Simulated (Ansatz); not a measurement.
Level of theory: DFT PBE, scalar-relativistic, plane waves, PAW in Ansatz 0.2.0. Plane waves to 420 eV, a 4×4×8 mesh through Γ for the 8-atom cell and 0.02 eV Gaussian smearing; no spin polarisation.

The zero of energy is the elements' standard structures at the same level; no fitted shifts are applied.

Q: Suggest a trial structure for a tetragonal semiconductor made of S and Zn, with a gap near 2.2 eV, a formation energy near −0.78 eV/atom and a density near 3.81 g/cm³, in a cell of 8 atoms.

A: ZnS, space group P4_2/mnm (No. 136). Zn is surrounded by 4 S at 2.33–2.39 Å; S has 4 Zn at 2.33–2.39 Å.

```
Zn S
1.0
     6.63017    0.00000    0.00000
     0.00000    6.63017    0.00000
     0.00000    0.00000    3.86215
Zn S
4 4
Direct
  0.67519 0.67519 0.00000
  0.17519 0.82481 0.50000
  0.82481 0.17519 0.50000
  0.32481 0.32481 0.00000
  0.81429 0.81429 0.50000
  0.18571 0.18571 0.50000
  0.68571 0.31429 0.00000
  0.31429 0.68571 0.00000
```

The volume per atom is 21.22 Å³ and the density is 3.81 g/cm³. The energy over the elements is −0.781 eV/atom and the gap on the 4×4×8 mesh of the 8-atom cell is 2.17 eV.

It was reached by relaxing an invented guess, and it needn't be the stable form of this composition. The answer needn't be unique; the calculation gave this one.

Kohn–Sham gaps at this level usually fall short of measured ones. The reference form of S is held partly by dispersion forces, which this level lacks. A later test with randomly moved atoms came back to the same energy, though modes that don't fit the test's cell weren't probed.
